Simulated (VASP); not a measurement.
# ZnCu (Pm-3m) in VASP: a series of runs

One crystal, ZnCu, is run at these levels: PBE; tasks: single point, relaxation of cell and atoms.

Program: VASP 6.6.1. These are calculated values, not measurements. Logs are shortened: lines on timing, memory, paths and dates and some standing lists are left out, and cuts for length are marked.

**1. The cell of the first run**

Symmetry: Pm-3m, No. 221, cubic system. The conventional cell has a = 2.962 Å, b = 2.962 Å, c = 2.962 Å, α = 90.00°, β = 90.00°, γ = 90.00°. Zn (site symmetry m-3m) has 8 Cu at 2.57 Å as nearest neighbours. Cu (site symmetry m-3m) is surrounded by 8 Zn at 2.57 Å.

**2. Single point, PBE**

File INCAR:

```
PREC = Accurate ; ENCUT = 520
EDIFF = 1E-6 ; ISMEAR = -1
SIGMA = 0.05 ; LREAL = F
LASPH = T ; NELM = 60
ALGO = Fast ; ISIF = 2
LWAVE = F ; LCHARG = F
GGA = PE ; NBANDS = 18
```

File KPOINTS:

```
Automatic mesh
0
Gamma
  11 11 11
```

File POSCAR:

```
ZnCu
1.0
    2.9622712083      0.0000000000      0.0000000000
    0.0000000000      2.9622712083      0.0000000000
    0.0000000000      0.0000000000      2.9622712083
Zn Cu
1 1
Direct
    0.5000000000      0.5000000000      0.5000000000
    0.0000000000      0.0000000000      0.0000000000
```

Potentials or basis: VASP PAW PBE potentials, release 64 (Zn, Cu).

Started as:

```console
> cat potpaw_PBE.64/Zn/POTCAR potpaw_PBE.64/Cu/POTCAR > POTCAR
> mpirun -np 1 vasp_std > vasp.out
```

OUTCAR:

```text
PREC = Accurate
   ENCUT = 520
   EDIFF = 1E-6
   ISMEAR = -1
   LREAL = F
   LASPH = T
   NELM = 60
   ISIF = 2
   GGA = PE

 ion  position               nearest neighbor table
   1  0.500  0.500  0.500-   2 2.57   2 2.57   2 2.57   2 2.57   2 2.57   2 2.57   2 2.57   2 2.57

   2  0.000  0.000  0.000-   1 2.57   1 2.57   1 2.57   1 2.57   1 2.57   1 2.57   1 2.57   1 2.57

  LATTYP: Found a simple cubic cell.
 ALAT       =     2.9622712083

  Lattice vectors:

 A1 = (   2.9622712083,   0.0000000000,   0.0000000000)
 A2 = (   0.0000000000,   2.9622712083,   0.0000000000)
 A3 = (   0.0000000000,   0.0000000000,   2.9622712083)

Analysis of symmetry for initial positions (statically):
=====================================================================
 Subroutine PRICEL returns:
 Original cell was already a primitive cell.

 Routine SETGRP: Setting up the symmetry group for a
 simple cubic supercell.

 Subroutine GETGRP returns: Found 48 space group operations
 (whereof 48 operations were pure point group operations)
 out of a pool of 48 trial point group operations.

The static configuration has the point symmetry O_h .

Analysis of symmetry for dynamics (positions and initial velocities):
=====================================================================
 Subroutine PRICEL returns:
 Original cell was already a primitive cell.

 Routine SETGRP: Setting up the symmetry group for a
 simple cubic supercell.

 Subroutine GETGRP returns: Found 48 space group operations
 (whereof 48 operations were pure point group operations)
 out of a pool of 48 trial point group operations.

The dynamic configuration has the point symmetry O_h .

 Subroutine INISYM returns: Found 48 space group operations
 (whereof 48 operations are pure point group operations),
 and found     1 'primitive' translations

----------------------------------------------------------------------------------------

                                     Primitive cell

  volume of cell :      25.9941

  direct lattice vectors                    reciprocal lattice vectors
     2.962271208  0.000000000  0.000000000     0.337578814  0.000000000  0.000000000
     0.000000000  2.962271208  0.000000000     0.000000000  0.337578814  0.000000000
     0.000000000  0.000000000  2.962271208     0.000000000  0.000000000  0.337578814

  length of vectors
     2.962271208  2.962271208  2.962271208     0.337578814  0.337578814  0.337578814

  position of ions in fractional coordinates (direct lattice)
     0.500000000  0.500000000  0.500000000
     0.000000000  0.000000000  0.000000000

  ion indices of the primitive-cell ions
   primitive index   ion index
                 1           1
                 2           2

----------------------------------------------------------------------------------------

 KPOINTS: Automatic mesh

Automatic generation of k-mesh.
 Grid dimensions read from file:
 generate k-points for:   11   11   11

 Generating k-lattice:

  Cartesian coordinates                     Fractional coordinates (reciprocal lattice)
     0.030688983  0.000000000  0.000000000     0.090909091  0.000000000  0.000000000
     0.000000000  0.030688983  0.000000000     0.000000000  0.090909091  0.000000000
     0.000000000  0.000000000  0.030688983     0.000000000  0.000000000  0.090909091

  Length of vectors
     0.030688983  0.030688983  0.030688983

  Shift w.r.t. Gamma in fractional coordinates (k-lattice)
     0.000000000  0.000000000  0.000000000

 Subroutine IBZKPT returns following result:
 ===========================================

 Found     56 irreducible k-points:

 Following reciprocal coordinates:
            Coordinates               Weight
  0.000000  0.000000  0.000000      1.000000
  0.090909  0.000000  0.000000      6.000000
  0.181818  0.000000  0.000000      6.000000
  0.272727  0.000000  0.000000      6.000000
  0.363636  0.000000  0.000000      6.000000
  0.454545  0.000000  0.000000      6.000000
[... 16 lines left out ...]
  0.181818  0.090909  0.090909     24.000000
  0.272727  0.090909  0.090909     24.000000
 [... further k-points ...]
   k-points           NKPTS =     56   k-points in BZ     NKDIM =     56   number of bands    NBANDS=     18
   number of dos      NEDOS =    301   number of ions     NIONS =      2
   total plane-waves  NPLWV =  13824
   dimension x,y,z NGX =    24 NGY =   24 NGZ =   24
   dimension x,y,z NGXF=    48 NGYF=   48 NGZF=   48
   ions per type =               1   1
   NGX,Y,Z   is equivalent  to a cutoff of  13.47, 13.47, 13.47 a.u.
   NGXF,Y,Z  is equivalent  to a cutoff of  26.94, 26.94, 26.94 a.u.
 SYSTEM =  unknown system
   PREC   = accura    normal or accurate (medium, high low for compatibility)
   ISTART =      0    job   : 0-new  1-cont  2-samecut
   ICHARG =      2    charge: 1-file 2-atom 10-const
   ISPIN  =      1    spin polarized calculation?
   LNONCOLLINEAR =      F non collinear calculations
   LSORBIT =      F    spin-orbit coupling
   LASPH  =      T    aspherical Exc in radial PAW
   ENCUT  =  520.0 eV  38.22 Ry    6.18 a.u.   5.51  5.51  5.51*2*pi/ulx,y,z
   NELM   =     60;   NELMIN=  2; NELMDL= -5     # of ELM steps
   EDIFF  = 0.1E-05   stopping-criterion for ELM
   LREAL  =      F    real-space projection
   EDIFFG = 0.1E-04   stopping-criterion for IOM
   NSW    =      0    number of steps for IOM
   IBRION =     -1    ionic relax: 0-MD 1-quasi-New 2-CG
   NFREE  =      0    steps in history (QN), initial steepest desc. (CG)
   ISIF   =      2    stress and relaxation
   ISYM   =      2    0-nonsym 1-usesym 2-fastsym
   POTIM  = 0.5000    time-step for ionic-motion
   TEBEG  =    0.0;   TEEND  =   0.0 temperature during run
   PSTRESS=    0.0 pullay stress
   NELECT =      23.0000    total number of electrons
   NUPDOWN=      -1.0000    fix difference up-down
   EMIN   =  10.00;   EMAX   =-10.00  energy-range for DOS
   EFERMI =   0.00;   METHOD = LEGACY
   ISMEAR =    -1;   SIGMA  =   0.05  broadening in eV -4-tet -1-fermi 0-gaus
   EFERMI_NEDOS =   21; number of points for ismear=-14 and -15
   IALGO  =     68    algorithm
   IMIX   =      4    mixing-type and parameters
     AMIX     =   0.40;   BMIX     =  1.00
     AMIX_MAG =   1.60;   BMIX_MAG =  1.00
  volume/ion in A,a.u.               =      13.00        87.71
  Fermi-wavevector in a.u.,A,eV,Ry     =   1.571663  2.970011 33.608064  2.470123
  Thomas-Fermi vector in A             =   2.673213
   LORBIT       =      0    0 simple, 1 ext, 2 COOP (PROOUT), +10 PAW based schemes
   GGA     = PE    functional components
   LHFCALC =     F    Hartree Fock is set to
   AEXX    =    0.0000 exact exchange contribution
   IVDW    =     0    specifies the selected vdW correction
   LEPSILON=     F    determine dielectric tensor
   LRPA    =     F    only Hartree local field effects (RPA)
 non-spin polarized calculation
 RMM-DIIS sequential band-by-band and
  energy-cutoff  :      520.00
  volume of cell :       25.99
 maximum number of plane-waves:       739
 NGX is ok and might be reduce to    24
   NGX = 11   NGY = 11   NGZ = 11

 number of electron      23.0000018 magnetization

 Free energy of the ion-electron system (eV)
  ---------------------------------------------------
  ext. energy  EPLUGINS =         0.00000000
  ---------------------------------------------------
  free energy    TOTEN  =        -5.01936568 eV

  energy without entropy =       -5.01503449  energy(sigma->0) =       -5.01720009

 E-fermi :   5.2929     XC(G=0): -12.3043

 val. band max:        5.2842768529   @ k =   0.4545   0.3636   0.3636
 cond. band min:       5.3326762783   @ k =   0.4545   0.4545   0.2727
 fundamental gap:      0.0483994254
 Fermi energy:         5.2928961144

 k-point     1 :       0.0000    0.0000    0.0000
  band No.  band energies     occupation
      1      -4.8279      2.00000
      2      -2.4198      2.00000
      3      -2.4198      2.00000
      4      -1.7535      2.00000
      5      -1.7535      2.00000
      6      -1.7535      2.00000
[... 10 lines left out ...]
     17      17.3767      0.00000
     18      28.6434      0.00000

 k-point     2 :       0.0909    0.0000    0.0000
  band No.  band energies     occupation
      1      -4.6803      2.00000
      2      -2.4035      2.00000
      3      -2.3886      2.00000
      4      -1.7663      2.00000
      5      -1.7663      2.00000
      6      -1.7474      2.00000
[... 10 lines left out ...]
     17      18.5203      0.00000
     18      27.1376      0.00000

 k-point     3 :       0.1818    0.0000    0.0000
  band No.  band energies     occupation
      1      -4.2459      2.00000
      2      -2.3595      2.00000
      3      -2.2985      2.00000
      4      -1.8004      2.00000
      5      -1.8004      2.00000
      6      -1.7308      2.00000
[... 10 lines left out ...]
     17      21.5191      0.00000
     18      24.9002      0.00000

 k-point     4 :       0.2727    0.0000    0.0000
  band No.  band energies     occupation
      1      -3.5647      2.00000
      2      -2.3007      2.00000
      3      -2.1441      2.00000
      4      -1.8448      2.00000
      5      -1.8448      2.00000
      6      -1.7089      2.00000
[... 10 lines left out ...]
     17      22.4858      0.00000
     18      22.5815      0.00000

 k-point     5 :       0.3636    0.0000    0.0000
  band No.  band energies     occupation
      1      -2.8181      2.00000
      2      -2.2455      2.00000
      3      -1.8853      2.00000
      4      -1.8853      2.00000
      5      -1.8045      2.00000
      6      -1.6885      2.00000
[... 10 lines left out ...]
     17      20.2551      0.00000
     18      20.2609      0.00000

 k-point     6 :       0.4545    0.0000    0.0000
  band No.  band energies     occupation
      1      -2.4609      2.00000
      2      -2.2122      2.00000
      3      -1.9093      2.00000
      4      -1.9093      2.00000
      5      -1.6763      2.00000
      6      -0.9667      2.00000
[... 10 lines left out ...]
     17      18.5368      0.00000
     18      19.1779      0.00000

 k-point     7 :       0.0909    0.0909    0.0000
  band No.  band energies     occupation
      1      -4.5340      2.00000
      2      -2.3812      2.00000
      3      -2.3645      2.00000
      4      -1.7793      2.00000
      5      -1.7723      2.00000
      6      -1.7502      2.00000
[... 10 lines left out ...]
     17      18.8941      0.00000
     18      24.8588      0.00000

 k-point     8 :       0.1818    0.0909    0.0000
  band No.  band energies     occupation
      1      -4.1048      2.00000
      2      -2.3369      2.00000
      3      -2.2777      2.00000
      4      -1.8121      2.00000
      5      -1.8043      2.00000
      6      -1.7417      2.00000
[... 10 lines left out ...]
     17      21.6480      0.00000
     18      22.3995      0.00000
[... 229 lines left out ...]
     17      21.0591      0.00000
     18      21.5217      0.00000

 k-point    20 :       0.4545    0.3636    0.0000
  band No.  band energies     occupation
      1      -2.5377      2.00000
      2      -2.2972      2.00000
      3      -1.9833      2.00000
      4      -1.9478      2.00000
      5      -1.6112      2.00000
      6       0.5014      2.00000
[... 10 lines left out ...]
     17      20.1698      0.00000
     18      20.8693      0.00000

 k-point    21 :       0.4545    0.4545    0.0000
  band No.  band energies     occupation
      1      -2.6041      2.00000
      2      -2.2994      2.00000
      3      -1.9978      2.00000
      4      -1.9927      2.00000
      5      -1.5047      2.00000
      6       0.7187      2.00000
[... 10 lines left out ...]
     17      20.7194      0.00000
     18      20.8412      0.00000

 k-point    22 :       0.0909    0.0909    0.0909
  band No.  band energies     occupation
      1      -4.3890      2.00000
      2      -2.3501      2.00000
      3      -2.3501      2.00000
      4      -1.7863      2.00000
      5      -1.7863      2.00000
      6      -1.7534      2.00000
[... 10 lines left out ...]
     17      19.2053      0.00000
     18      24.7715      0.00000

 k-point    23 :       0.1818    0.0909    0.0909
  band No.  band energies     occupation
      1      -3.9649      2.00000
      2      -2.3108      2.00000
      3      -2.2611      2.00000
      4      -1.8238      2.00000
      5      -1.8127      2.00000
      6      -1.7502      2.00000
[... 10 lines left out ...]
     17      21.8223      0.00000
     18      22.3429      0.00000

 k-point    24 :       0.2727    0.0909    0.0909
  band No.  band energies     occupation
      1      -3.3135      2.00000
      2      -2.2580      2.00000
      3      -2.1272      2.00000
      4      -1.8733      2.00000
      5      -1.8213      2.00000
      6      -1.7380      2.00000
[... 10 lines left out ...]
     17      20.1355      0.00000
     18      20.3649      0.00000

 [... further k-points ...]
[... 5 lines left out ...]
  --------------------------------------------------------------------------------------
  -------------------------------------------------------------------------------------
  Total        0.1718290      0.1718290      0.1718290     -0.0000000     -0.0000000     -0.0000000
  in kB       10.5908927     10.5908927     10.5908927     -0.0000000     -0.0000000     -0.0000000
  external PRESSURE =      10.5908927 kB  Pullay stress =       0.0000000 kB

 VOLUME and BASIS-vectors are now :
 -----------------------------------------------------------------------------
  energy-cutoff  :      520.00
  volume of cell :       25.99
      direct lattice vectors                 reciprocal lattice vectors
     2.962271208  0.000000000  0.000000000     0.337578814  0.000000000  0.000000000
     0.000000000  2.962271208  0.000000000     0.000000000  0.337578814  0.000000000
     0.000000000  0.000000000  2.962271208     0.000000000  0.000000000  0.337578814

 POSITION                                       TOTAL-FORCE (eV/Angst)
 -----------------------------------------------------------------------------------
      1.48114      1.48114      1.48114         0.000000      0.000000      0.000000
      0.00000      0.00000      0.00000         0.000000      0.000000      0.000000
 -----------------------------------------------------------------------------------
    total drift:                                0.000000      0.000000     -0.000000

  FREE ENERGIE OF THE ION-ELECTRON SYSTEM (eV)
  ---------------------------------------------------
  free  energy   TOTEN  =        -5.0193656809 eV

  energy  without entropy=       -5.0150344923  energy(sigma->0) =       -5.01720009
```

Run time: 20 s. Hardware: 1 thread of Intel Xeon Platinum 8488C (Sapphire Rapids), shared host; peak memory 0.15 GiB.

Results:

| Item | Value |
| --- | --- |
| Free energy | -5.0194 eV |
| Pressure | 1.1 GPa |
| Band gap on the k mesh | none (metal or under the smearing width) |

**3. Relaxation of cell and atoms, PBE**

File INCAR:

```
SYSTEM = ZnCu
PREC = Accurate
ENCUT = 600
EDIFF = 1E-6
ISMEAR = -1
SIGMA = 0.05
LREAL = .FALSE.
LASPH = .TRUE.
NELM = 80
ALGO = Fast
ISIF = 3
LWAVE = .FALSE.
LCHARG = .FALSE.
GGA = PE
IBRION = 2
NSW = 100
EDIFFG = -0.005
```

File KPOINTS:

```
Automatic mesh
0
G
  11 11 11
  0 0 0
```

File POSCAR:

```
ZnCu
1.0
    2.9837544442      0.0000000000      0.0000000000
    0.0000000000      2.9837544442      0.0000000000
    0.0000000000      0.0000000000      2.9837544442
Zn Cu
1 1
Direct
    0.5000000000      0.5000000000      0.5000000000
    0.0000000000      0.0000000000      0.0000000000
```

Potentials or basis: VASP PAW PBE potentials, release 64 (Zn, Cu).

Started as:

```console
> cat potpaw_PBE.64/Zn/POTCAR potpaw_PBE.64/Cu/POTCAR > POTCAR
> mpirun -np 1 vasp_std > vasp.out
```

It took 50 s on 1 thread of Intel Xeon Platinum 8488C (Sapphire Rapids), shared host; peak memory 0.16 GiB.

The run converged. Its results:

```yaml
Free_energy: -5.0196 eV
Relaxed_volume: 13.08 Å³/atom
Relaxed_cell: a = 2.968 Å, b = 2.968 Å, c = 2.968 Å, α = 90.00°, β = 90.00°, γ = 90.00°
Space_group_after_relaxing_to_0.05_Å: Pm-3m (No. 221)
Energy_gained_by_relaxing: 1.3 meV/atom
Ionic_steps: 5
Pressure_after_relaxing: 0.0 GPa
Band_gap_on_the_k_mesh: none (metal or under the smearing width)
```

Step by step:
```tsv
step	energy change (eV)	largest force (eV/Å)	pressure (GPa)	volume (Å³)
1	0.0000	0.0000	-1.89	26.56
2	-0.0022	0.0000	0.62	25.97
3	-0.0025	0.0000	0.32	26.13
4	-0.0025	0.0000	-0.49	26.19
5	-0.0025	0.0000	0.02	26.15
```

Final structure:
```xyz
2
Lattice="2.9682 0.0000 0.0000 0.0000 2.9682 0.0000 0.0000 0.0000 2.9682" Properties=species:S:1:pos:R:3 pbc="T T T"
Zn    1.4841    1.4841    1.4841
Cu    0.0000    0.0000    0.0000
```

Levels at points of the mesh, in eV from the Fermi level:
```tsv
k point	band 7	band 8	band 9	band 10	band 11	band 12	band 13	band 14	band 15
(0.00, 0.00, 0.00)	-3.43	-3.43	-2.62	-2.62	-2.62	6.23	6.23	6.23	11.19
```
